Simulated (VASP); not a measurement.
From an Ansatz input to VASP: PbSe (rocksalt)

Ansatz input

```yaml
crystal:
  lattice:
    - [0.0, 3.108675872, 3.108675872]
    - [3.108675872, 0.0, 3.108675872]
    - [3.108675872, 3.108675872, 0.0]
  atoms:
    - { symbol: Pb, position: [0.0, 0.0, 0.0] }
    - { symbol: Se, position: [0.5, 0.5, 0.5] }
kpoints:
  mp_grid: { grid: [6, 6, 6] }
hamiltonian:
  xc: r2scan
scf:
  occupations: { method: fermi_dirac, width: 0.02 }
relax:
  f_tol: 0.005
  cell: {}
```

Q: Write VASP inputs for this cell and level of theory.

A: 

INCAR

```
NSW = 40
LWAVE = .FALSE.
PREC = Accurate
ISIF = 3
NBANDS = 17
ISMEAR = -1
SIGMA = 0.02
LCHARG = .FALSE.
ENCUT = 600
NELM = 120
LREAL = .FALSE.
ALGO = Normal
IBRION = 2
METAGGA = R2SCAN
EDIFF = 1E-7
EDIFFG = -5E-3
LASPH = .TRUE.
```

KPOINTS

```
KPOINTS created by Atomic Simulation Environment
0
Gamma
6 6 6
0 0 0
```

POSCAR

```
Pb Se
 1.0000000000000000
    -0.0000000000000000    3.1086758719996124    3.1086758719996115
     3.1086758719996124   -0.0000000000000000    3.1086758719996115
     3.1086758719996124    3.1086758719996124    0.0000000000000000
 Pb  Se
   1   1
Cartesian
  0.0000000000000000 -0.0000000000000000 -0.0000000000000000
  3.1086758719996124  3.1086758719996124  3.1086758719996115
```

VASP ran with the recommended PBE PAW datasets (20 valence electrons in the cell). Other inputs would serve too.

```tsv
	Ansatz	VASP
relaxed cell vector lengths	4.368, 4.368, 4.368 Å	4.369, 4.369, 4.369 Å
relaxed cell volume	58.93 Å³	58.95 Å³
```

Datasets and cutoffs are each program's own. VASP's cell holds 20 valence electrons and Ansatz's 30.
